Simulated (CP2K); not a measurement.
Crystal: HfO2.

```xyz
12
Lattice="5.0803 0.0000 0.0000 0.0000 5.1649 0.0000 0.0000 0.0000 4.8909" Properties=species:S:1:pos:R:3 pbc="T T T"
Hf    1.1308    4.0379    1.3307
Hf    3.6710    3.7094    3.5602
Hf    3.9495    1.1270    1.3307
Hf    1.4093    1.4555    3.5602
O     0.9491    0.8452    0.5113
O     3.4892    1.7372    4.3796
O     4.1312    4.3196    0.5113
O     1.5911    3.4277    4.3796
O     0.0000    2.5824    2.3919
O     2.5402    0.0000    2.4990
O     0.0000    0.0000    2.8153
O     2.5402    2.5824    2.0756
```

The cell comes from a database or a generator and needn't be the stable form of this composition.

Base run:

- Program: CP2K 2026.2
- Functional: LDA
- Potentials or basis: POTENTIAL_UZH Hf GTH-PBE-q12, O GTH-PBE-q6; DZVP-MOLOPT-PBE-GTH basis
- Density cutoff: 11565 eV
- k mesh: 4 × 4 × 4
- Occupations: fermi-dirac, width 0.05 eV
- Spin: no spin polarisation

Its results: band gap on the k mesh 3.70 eV, direct; pressure -6.5 GPa; largest force 0.133 eV/Å.

Task: The run is repeated on the same cell with these changes: functional from LDA to BLYP. What comes out?

Result: Band gap on the k mesh 3.92 eV, direct; pressure 10.9 GPa; largest force 1.850 eV/Å.

BLYP binds less tightly than LDA, so the same cell stands under more pressure.

Caveats: the potentials were made for another functional, which shifts forces and pressure; spin-orbit coupling is left out, which moves the levels of the heavy elements; the basis of atomic orbitals isn't converged, which shifts pressures, moduli and gaps.
